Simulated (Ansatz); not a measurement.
ZnTe with two functionals, biaxial strain +1.93 %, plane normal [110], relaxed out of plane

Base system: ZnTe in the zinc blende structure (space group F-43m, No. 216; a = 6.179 Å). Axes: x, y, z lie along the cube axes.

(Cell as relaxed with PBE.)

Levels (all Ansatz, a first-principles code, PAW): PBE (420 eV, no spin-orbit coupling); PBEsol (420 eV, spin-orbit coupling left out).

Each level relaxes its own structure.

| base | PBE | PBEsol |
|---|---|---|
| volume per atom | 29.49 Å³ | 27.90 Å³ |
| lattice parameter a | 6.179 Å | 6.066 Å |
| band gap | 1.08 eV | 1.24 eV |

Modification: tensile biaxial strain of 1.93 % in the plane normal to [110], as in epitaxy on a mismatched substrate; the out-of-plane cell vector and the atoms relax.

```json
[
 {"quantity": "shift of the gap caused by the change", "PBE": "-0.23 eV", "PBEsol": "…"},
 {"quantity": "energy relative to the base (free energy F)", "PBE": "+5.8 meV/atom", "PBEsol": "…"},
 {"quantity": "out-of-plane strain", "PBE": "-1.16 %", "PBEsol": "…"}
]
```

### Question
What does PBEsol give?

### Answer

- shift of the gap caused by the change, PBEsol: -0.26 eV
- energy relative to the base (free energy F), PBEsol: +6.1 meV/atom
- out-of-plane strain, PBEsol: -1.25 %

PBE's shift of the gap caused by the change lies 0.023 eV above PBEsol's; PBE's energy relative to the base lies 0.4 meV/atom below PBEsol's; PBE's out-of-plane strain lies 0.096 % above PBEsol's. Neither level is exact; PBEsol is the comparison here, not a measurement.

A biaxial case was relaxed in a doubled cell and then solved in the primitive one. Spin-orbit coupling, missing from the scalar runs, can matter with Te. Whether these cells are dynamically stable was not tested.
